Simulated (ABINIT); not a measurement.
# Al (P6_3/mmc) in ABINIT: phonons with LDA

Aim: the phonons of Al with LDA.

All numbers are computed with ABINIT 10.8.3 (patched build); they aren't measurements. Logs are shortened: lines on timing, memory, paths and dates and some standing lists are left out, and cuts for length are marked. The log counts tension as positive stress, the text compression.

### 1 The cell of the first run

The structure is hexagonal, space group P6_3/mmc (No. 194). The conventional cell has a = 2.774 Å, b = 2.774 Å, c = 4.801 Å, α = 90.00°, β = 90.00°, γ = 120.00°. Al (site symmetry -6m2) has 12 Al at 2.77 to 2.89 Å as nearest neighbours.

This isn't the form of Al at room conditions, which is fcc.

### 2 Phonons, LDA (volume scaled by 0.96)

run.abi

```
# Datasets
ndtset 2

# Pseudopotentials
pp_dirpath "./"
pseudos "Al.upf"

# Structure
acell 3*1.0 Angstrom
rprim
     2.7744445386     0.0000000000     0.0000000000
    -1.3872222692     2.4027394518     0.0000000000
     0.0000000000     0.0000000000     4.8010736936
ntypat 1
znucl 13
natom 2
typat 1 1
chkprim 0
chksymtnons 0
tolsym 1.0e-6
xred
            1/3            2/3            1/4
            2/3            1/3            3/4

# Plane-wave basis
ecut 22.0

# k points
ngkpt 12 12 8
nshiftk 1
shiftk 0.0 0.0 0.0

# Exchange and correlation
ixc 7

# Bands and occupations
nband 11
occopt 3
tsmear 0.2 eV

# SCF cycle
nstep 80

# Output
prteig 0
prtebands 0
prtwf 0
prtden 0
prtpot 0

# Dataset 1: ground state
kptopt1 1
tolvrs1 1.0e-15
prtwf1 1
tolwfr1 1.0e-14
nbdbuf1 4
nline1 6

# Dataset 2: response at q = 0 to atomic displacements
rfphon2 1
rfatpol2 1 2
rfdir2 1 1 1
getwfk2 1
kptopt2 2
nqpt2 1
qpt2 0.0 0.0 0.0
tolvrs2 1.0e-8
```

mrgddb.in

```
merged_DDB
Al
2
runo_DS1_DDB
runo_DS2_DDB
```

anaddb.abi

```
ddb_filepath "merged_DDB"
output_file "anaddb.abo"
outdata_prefix "ana"
asr 1
chneut 0
dipdip 0
dieflag 0
enunit 0
eivec 1
nph1l 1
qph1l 0.0 0.0 0.0 1.0
```

Potentials or basis: PseudoDojo NC SR LDA v0.4 stringent.

Run with:

```bash
> abinit run.abi > log 2>&1
> mrgddb < mrgddb.in > mrgddb.log 2>&1
> anaddb anaddb.abi > anaddb.log 2>&1
```

run.abo:

```text
.Version 10.8.3 of ABINIT
 DATASET    1 : space group P6_3/m m c (#194); Bravais hP (primitive hexag.)
================================================================================
 Values of the parameters that define the memory need for DATASET  1.
     intxc =       0    ionmov =       0      iscf =       7    lmnmax =       6
     lnmax =       6     mgfft =      40  mpssoang =       3    mqgrid =    3001
     natom =       2  nloc_mem =       1    nspden =       1   nspinor =       1
    nsppol =       1      nsym =      24    n1xccc =    2501    ntypat =       1
    occopt =       3   xclevel =       1
       mpw =        1093          nfft =       23040          nkpt =          95
================================================================================
================================================================================

 DATASET    2 : space group P6_3/m m c (#194); Bravais hP (primitive hexag.)
================================================================================
 Values of the parameters that define the memory need for DATASET  2 (RF).
     intxc =       0      iscf =       7    lmnmax =       6     lnmax =       6
     mgfft =      40  mpssoang =       3    mqgrid =    3001     natom =       2
  nloc_mem =       1    nspden =       1   nspinor =       1    nsppol =       1
      nsym =      24    n1xccc =    2501    ntypat =       1    occopt =       3
   xclevel =       1
      nfft =       23040          nkpt =         580
================================================================================
================================================================================

--------------------------------------------------------------------------------
------------- Echo of variables that govern the present computation ------------
--------------------------------------------------------------------------------
 -outvars: echo values of preprocessed input variables --------
            acell      1.8897261259E+00  1.8897261259E+00  1.8897261259E+00 Bohr
              amu      2.69815390E+01
          chkprim           0
      chksymtnons           0
             ecut      2.20000000E+01 Hartree
           getwfk1          0
           getwfk2          1
                       outvar_i_n : Printing only first  50 k-points.
              ixc           7
           jdtset        1    2
                       outvar_i_n : Printing only first  50 k-points.
           kptopt1          1
           kptopt2          2
         kptrlatt       12    0    0      0   12    0      0    0    8
          kptrlen      6.29152840E+01
            natom           2
            nband1         11
            nband2         11
           nbdbuf1          4
           nbdbuf2          2
           ndtset           2
            ngfft          24      24      40
             nkpt1         95
             nkpt2        580
            nline1          6
            nline2          4
             nqpt1          0
             nqpt2          1
            nstep          80
             nsym          24
           ntypat           1
                       prtocc : prtvol=0, do not print more k-points.
                       prtocc : prtvol=0, do not print more k-points.
           occopt           3
        optdriver1          0
        optdriver2          1
           prtden           0
        prtebands           0
           prteig           0
            prtwf1          1
            prtwf2          0
           rfphon1          0
           rfphon2          1
            rprim      2.7744445386E+00  0.0000000000E+00  0.0000000000E+00
                      -1.3872222692E+00  2.4027394518E+00  0.0000000000E+00
                       0.0000000000E+00  0.0000000000E+00  4.8010736936E+00
          spgroup         194
           tolsym      1.00000000E-06
           tolvrs1     1.00000000E-15
           tolvrs2     1.00000000E-08
           tolwfr1     1.00000000E-14
           tolwfr2     0.00000000E+00
           tsmear      7.34986444E-03 Hartree
            typat      1  1
                       outvars : Printing only first  50 k-points.
           xangst      6.6666694631E-11  1.6018263012E+00  1.2002684234E+00
                       1.3872222693E+00  8.0091315060E-01  3.6008052702E+00
            xcart      1.2598179457E-10  3.0270130105E+00  2.2681785978E+00
                       2.6214701648E+00  1.5135065053E+00  6.8045357934E+00
             xred      3.3333333333E-01  6.6666666667E-01  2.5000000000E-01
                       6.6666666667E-01  3.3333333333E-01  7.5000000000E-01
            znucl       13.00000

================================================================================

 chkinp: Checking input parameters for consistency, jdtset=   1.

 chkinp: Checking input parameters for consistency, jdtset=   2.

================================================================================
== DATASET  1 ==================================================================

--- !DatasetInfo
iteration_state: {dtset: 1, }
[... 160 lines left out ...]
meta: {optdriver: 1, rfphon: 1, }
...

 mkfilename : getwfk/=0, take file _WFK from output of DATASET   1.

 Exchange-correlation functional for the present dataset will be:
  LDA: Perdew-Wang 92 LSD fit to Ceperley-Alder data - ixc=7
  J.P.Perdew and Y.Wang, PRB 45, 13244 (1992)

 Real(R)+Recip(G) space primitive vectors, cartesian coordinates (Bohr,Bohr^-1):
 R(1)=  5.2429403  0.0000000  0.0000000  G(1)=  0.1907327  0.1101196  0.0000000
 R(2)= -2.6214702  4.5405195  0.0000000  G(2)=  0.0000000  0.2202391  0.0000000
 R(3)=  0.0000000  0.0000000  9.0727144  G(3)=  0.0000000  0.0000000  0.1102206
 Unit cell volume ucvol=  2.1598207E+02 bohr^3
 Angles (23,13,12)=  9.00000000E+01  9.00000000E+01  1.20000000E+02 degrees
 setup1 : take into account q-point for computing boxcut.

 getcut: wavevector=  0.0000  0.0000  0.0000  ngfft=  24  24  40
         ecut(hartree)=     22.000   => boxcut(ratio)=   2.08808
--------------------------------------------------------------------------------

 ==>  initialize data related to q vector <==

 The list of irreducible perturbations for this q vector is:
    1)    idir= 1    ipert=   1
    2)    idir= 3    ipert=   1

================================================================================

 The perturbation idir=   2  ipert=   1 is
 symmetric of a previously calculated perturbation.
 So, its SCF calculation is not needed.
[... 9 lines left out ...]
 The perturbation idir=   3  ipert=   2 is
 symmetric of a previously calculated perturbation.
 So, its SCF calculation is not needed.

--------------------------------------------------------------------------------
 Perturbation wavevector (in red.coord.)   0.000000  0.000000  0.000000
 Perturbation : displacement of atom   1   along direction   1
 Found     2 symmetries that leave the perturbation invariant.
 symkpt : the number of k-points, thanks to the symmetries,
 is reduced to   370 .

--------------------------------------------------------------------------------

--------------------------------------------------------------------------------

 dfpt_looppert : total number of electrons, from k and k+q
  fully or partially occupied states are    6.000000E+00 and    6.000000E+00.
 Initialisation of the first-order wave-functions :
  ireadwf=   0

--- !BeginCycle
iteration_state: {dtset: 2, }
solver: {iscf: 7, nstep: 80, nline: 4, wfoptalg: 0, }
tolerances: {tolvrs: 1.00E-08, }
...

     iter   2DEtotal(Ha)        deltaE(Ha) residm    vres2
-ETOT  1  0.23920470648464     -1.251E+01 9.229E-01 1.278E+01
 ETOT  2  0.22823076156376     -1.097E-02 3.805E-01 1.370E-01
 ETOT  3  0.22814523106401     -8.553E-05 5.086E-02 5.259E-04
 ETOT  4  0.22814496660409     -2.645E-07 7.522E-02 2.365E-06
 ETOT  5  0.22814496582578     -7.783E-10 3.187E-02 1.631E-08
 ETOT  6  0.22814496581965     -6.128E-12 5.306E-02 5.711E-11

 At SCF step    6       vres2   =  5.71E-11 < tolvrs=  1.00E-08 =>converged.
================================================================================

 ----iterations are completed or convergence reached----

 Mean square residual over all n,k,spin=   33.059E-06; max=  53.063E-03

 2DEtotal=    0.2281449658E+00 Ha. Also 2DEtotal=    0.620814078499E+01 eV
    (2DErelax=   -1.2516518924E+01 Ha. 2DEnonrelax=    1.2744663889E+01 Ha)
    (  non-var. 2DEtotal :    2.2814498163E-01 Ha)

--------------------------------------------------------------------------------
 Perturbation wavevector (in red.coord.)   0.000000  0.000000  0.000000
 Perturbation : displacement of atom   1   along direction   3
 Found     6 symmetries that leave the perturbation invariant.
 symkpt : the number of k-points, thanks to the symmetries,
 is reduced to   131 .

--------------------------------------------------------------------------------

--------------------------------------------------------------------------------

 dfpt_looppert : total number of electrons, from k and k+q
  fully or partially occupied states are    6.000000E+00 and    6.000000E+00.
 Initialisation of the first-order wave-functions :
  ireadwf=   0

--- !BeginCycle
iteration_state: {dtset: 2, }
solver: {iscf: 7, nstep: 80, nline: 4, wfoptalg: 0, }
tolerances: {tolvrs: 1.00E-08, }
...

     iter   2DEtotal(Ha)        deltaE(Ha) residm    vres2
-ETOT  1   6.9907708555329     -6.919E+01 6.396E+00 1.198E+04
 ETOT  2   3.6184759454607     -3.372E+00 5.323E-01 1.417E+02
 ETOT  3   3.5774792287757     -4.100E-02 5.530E-02 8.679E-02
 ETOT  4   3.5774506532718     -2.858E-05 1.509E-02 1.079E-03
 ETOT  5   3.5774503297399     -3.235E-07 1.808E-02 1.046E-06
 ETOT  6   3.5774503292617     -4.782E-10 1.152E-02 6.062E-09

 At SCF step    6       vres2   =  6.06E-09 < tolvrs=  1.00E-08 =>converged.
================================================================================

 ----iterations are completed or convergence reached----

 Mean square residual over all n,k,spin=   12.550E-06; max=  11.524E-03

 2DEtotal=    0.3577450329E+01 Ha. Also 2DEtotal=    0.973473826854E+02 eV
    (2DErelax=   -7.2599552334E+01 Ha. 2DEnonrelax=    7.6177002663E+01 Ha)
    (  non-var. 2DEtotal :    3.5774487481E+00 Ha)

================================================================================

 ---- first-order wavefunction calculations are completed ----

 ==> Compute Derivative Database <==

  Dynamical matrix, in cartesian coordinates,
   if specified in the inputs, asr has been imposed
     j1       j2             matrix element
  dir pert dir pert     real part    imaginary part

   1    1   1    1         0.0082997918         0.0000000000
   1    1   1    2        -0.0082997918        -0.0000000000

   2    1   2    1         0.0082997918        -0.0000000000
   2    1   2    2        -0.0082997918         0.0000000000
[... 10 lines left out ...]
   3    2   3    1        -0.0434610205         0.0000000000
   3    2   3    2         0.0434610205        -0.0000000000

  Phonon wavevector (reduced coordinates) :  0.00000  0.00000  0.00000
 Phonon energies in Hartree :
   0.000000E+00  0.000000E+00  0.000000E+00  5.809452E-04  5.809452E-04
   1.329387E-03
 Phonon frequencies in cm-1    :
   0.000000E+00  0.000000E+00  0.000000E+00  1.275027E+02  1.275027E+02
   2.917668E+02

== END DATASET(S) ==============================================================
================================================================================

 -outvars: echo values of variables after computation  --------
            acell      1.8897261259E+00  1.8897261259E+00  1.8897261259E+00 Bohr
           etotal1    -4.7253706036E+00
           etotal2     3.5774503293E+00
            fcart1    -2.4073847289E-29 -1.0192630955E-29 -0.0000000000E+00
                       2.4073847289E-29  1.0192630955E-29 -0.0000000000E+00
            fcart2     0.0000000000E+00  0.0000000000E+00  0.0000000000E+00
                       0.0000000000E+00  0.0000000000E+00  0.0000000000E+00
            rprim      2.7744445386E+00  0.0000000000E+00  0.0000000000E+00
                      -1.3872222692E+00  2.4027394518E+00  0.0000000000E+00
                       0.0000000000E+00  0.0000000000E+00  4.8010736936E+00
           strten1    -3.3496158283E-05 -3.3496158281E-05  8.6388258396E-05
                       0.0000000000E+00  0.0000000000E+00 -4.7555632002E-15
           strten2     0.0000000000E+00  0.0000000000E+00  0.0000000000E+00
                       0.0000000000E+00  0.0000000000E+00  0.0000000000E+00
           xangst      6.6666694631E-11  1.6018263012E+00  1.2002684234E+00
                       1.3872222693E+00  8.0091315060E-01  3.6008052702E+00
             xred      3.3333333333E-01  6.6666666667E-01  2.5000000000E-01
                       6.6666666667E-01  3.3333333333E-01  7.5000000000E-01
 Calculation completed.
```

Wall time 72 s (1 thread of Intel Xeon 6975P-C (Granite Rapids), shared host); peak memory 0.27 GiB.

Results:

```yaml
Free_energy: -128.5839 eV
Pressure: -0.2 GPa
Band_gap_on_the_k_mesh: none (metal or under the smearing width)
Highest_phonon_frequency_at_Γ: 292 cm⁻¹
```

Phonon frequencies in cm⁻¹ (negative: imaginary):
| q point | frequencies |
| --- | --- |
| (0.000, 0.000, 0.000) | 0 0 0 128 128 292 |
